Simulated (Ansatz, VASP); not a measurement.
# C: VASP beside Ansatz

File INCAR:

```
ALGO = Normal ; EDIFF = 1E-7
EDIFFG = -0.001 ; ENCUT = 600
IBRION = 2 ; ISIF = 4
ISMEAR = -1 ; LASPH = T
LCHARG = F ; LREAL = F
LWAVE = F ; NELM = 100
NSW = 80 ; PREC = Accurate
SIGMA = 0.15
```

KPOINTS

```
k-points
0
Gamma
  21 21 6
```

Contents of POSCAR:

```
C
1.0
    2.4611198906      0.0000000000      0.0000000000
   -1.2305599453      2.1313923470      0.0000000000
    0.0000000000      0.0000000000      6.6910741630
C
4
Direct
    0.0000000000      0.0000000000      0.2500000000
    0.0000000000      0.0000000000      0.7500000000
    0.3333333333      0.6666666667      0.2500000000
    0.6666666667      0.3333333333      0.7500000000
```

Input for Ansatz:

```yaml
crystal:
  lattice:
    - [2.4611198906, 0.0, 0.0]
    - [-1.2305599453, 2.131392347, 0.0]
    - [0.0, 0.0, 6.691074163]
  atoms:
    - { symbol: C, position: [0.0, 0.0, 0.25] }
    - { symbol: C, position: [0.0, 0.0, 0.75] }
    - { symbol: C, position: [0.3333333333, 0.6666666667, 0.25] }
    - { symbol: C, position: [0.6666666667, 0.3333333333, 0.75] }
basis:
  ecutwfc: 420
kpoints:
  mp_grid: { grid: [21, 21, 6] }
hamiltonian:
  xc: lda
  pseudopotentials: { kind: paw }
scf:
  occupations: { method: fermi_dirac, width: 0.15 }
output:
  forces: true
  stress: true
  eigenvalues: true
relax:
  adjacent_minimum: "off"
  f_tol: 0.001
  max_steps: 60
  cell: { stress_tol: 0.01, fix: [volume] }
```

Alike in both runs: task relaxation of shape and atoms at fixed volume; functional LDA; k mesh 21 × 21 × 6; occupations fermi-dirac, width 0.15 eV; no spin polarisation.

|  | VASP | Ansatz |
| --- | --- | --- |
| version | VASP 6.6.1 | Ansatz 0.2.0 |
| potentials or method | VASP PAW LDA potentials, release 64 (C) | scalar-relativistic, plane waves, PAW |
| plane-wave cutoff (eV) | 600 | 420 |
| valence electrons in the cell | 16 | 16 |

```csv
,VASP,Ansatz,Ansatz less VASP
"gap on the k mesh at the Fermi level, each at its own relaxed structure (eV)",none,none,-
relaxed volume (Å³/atom),8.77,8.77,0.000
relaxed cell length with the largest relative difference (Å),6.764,6.774,+0.0107
energy change over the relaxation (meV/atom),-2,-3,-0.7
```

A gap of «none» marks a metal or a gap that the smearing closes.
